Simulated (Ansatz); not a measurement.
LiH in the CsCl-type structure, relaxed with r2SCAN: 4 runs in Ansatz 0.2.0, each a calculation of independent-particle optics. Space group Pm-3m (No. 221), cubic; a = 2.502 Å in the conventional setting, 7.83 Å³ an atom. Li has 8 H at 2.17 Å; H has 8 Li at 2.17 Å. These are computed values for a spin-unpolarised cell that may be hypothetical; none is a measurement.

```xyz
2
Lattice="2.5017 0.0000 0.0000 0.0000 2.5017 0.0000 0.0000 0.0000 2.5017" Properties=species:S:1:pos:R:3 pbc="T T T"
Li    0.0000    0.0000    0.0000
H     1.2508    1.2508    1.2508
```

On meshes this coarse, single peaks can be features of the mesh. No local fields, no excitons; the zone sum runs over the cells of the mesh, and ε∞ includes the bands left out of the spectrum. Up to four peaks are listed, those above 15 % of the tallest and inside the complete range; the four can differ from row to row. Rows marked drawn have settings drawn at random (some not listed).

| functional | k mesh | broadening (eV) | scissors (eV) | range (eV) | settings | direct gap on the mesh before scissors (eV) | ε∞ xx | ε∞ yy | ε∞ zz | complete up to (eV) | tallest peaks of mean ε₂ (eV) |
| --- | --- | --- | --- | --- | --- | --- | --- | --- | --- | --- | --- |
| PBE | 8×8×8 | 0.1 | 0.00 | 0–12 | chosen | 4.21 | 4.70 | 4.70 | 4.70 | 12.0 | 5.35 |
| r2SCAN | 8×8×8 | 0.1 | 0.00 | 0–12 | chosen | 4.92 | 4.09 | 4.09 | 4.09 | 12.0 | 6.05 |
| PBE | 8×8×8 | 0.1 | 1.05 (to HSE06) | 0–12 | chosen | 4.21 | 4.15 | 4.15 | 4.15 | 12.0 | 6.40 |
| r2SCAN | 6×6×6 | 0.03 | 0.30 | 0–30 | drawn | 4.91 | 3.96 | 3.96 | 3.96 | 30.0 | 6.30 |

The fundamental gap is indirect (0.71 eV with PBE on 8×8×8); the table holds the direct one.
